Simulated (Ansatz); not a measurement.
## VN$_{2}$: do energies and stresses tell the same story?

Theory: Ansatz, DFT PBE, scalar-relativistic, plane waves, PAW.

Settings: cutoff 420 eV, Γ-centred mesh 12×12×12 on the computed 6-atom cell, Gaussian smearing of 0.10 eV; no spin polarisation.

Relaxed cell: I4/mcm, a = 4.307 Å, b = 4.307 Å, c = 4.968 Å, α = 90.00°, β = 90.00°, γ = 90.00°, 6 atoms in the primitive cell.

Energies at zero smearing and pressures from the stress tensor, at volumes with shape and atoms relaxed:
```
V (Å³/atom) E − E(first) (meV/atom) P (GPa)
      6.758                     0.00    52.89
      6.988                   -63.61    36.17
      7.219                  -105.10    22.03
      7.449                  -127.87    10.08
      7.679                  -134.85     0.00
      7.910                  -128.51    -8.49
      8.140                  -110.99   -15.60
      8.447                   -73.39   -23.25
```

Check P = −dE/dV between neighbouring volumes, and get the bulk modulus from the pressures alone.

With 1 eV/Å³ = 160.2 GPa:
```json
{"middle V (Å³/atom)": "6.873", "−ΔE/ΔV (GPa)": "44.239", "mean P (GPa)": "44.532"}
{"middle V (Å³/atom)": "7.104", "−ΔE/ΔV (GPa)": "28.853", "mean P (GPa)": "29.101"}
{"middle V (Å³/atom)": "7.334", "−ΔE/ΔV (GPa)": "15.833", "mean P (GPa)": "16.054"}
{"middle V (Å³/atom)": "7.564", "−ΔE/ΔV (GPa)": "4.855", "mean P (GPa)": "5.038"}
{"middle V (Å³/atom)": "7.795", "−ΔE/ΔV (GPa)": "-4.408", "mean P (GPa)": "-4.245"}
{"middle V (Å³/atom)": "8.025", "−ΔE/ΔV (GPa)": "-12.187", "mean P (GPa)": "-12.042"}
{"middle V (Å³/atom)": "8.294", "−ΔE/ΔV (GPa)": "-19.611", "mean P (GPa)": "-19.425"}
```

The two differ by 0.29 GPa at most. The mean of two end pressures misses the average over a step by about ΔV² P″/12, up to 0.23 GPa here; with that taken off 0.06 GPa remains. The stress is the derivative of the free energy, not of the energy at zero smearing, and with free energies 0.02 GPa remains. Around V = 7.679 Å³/atom, the two neighbours give B = −V ΔP/ΔV = 7.679 × 18.57 / 0.461 = 309.4 GPa, against B0 = 306.9 GPa from the Birch–Murnaghan fit of the energies.

A ferromagnetic start lost its moments in a first run, so spin was left out; other magnetic orders weren't tried.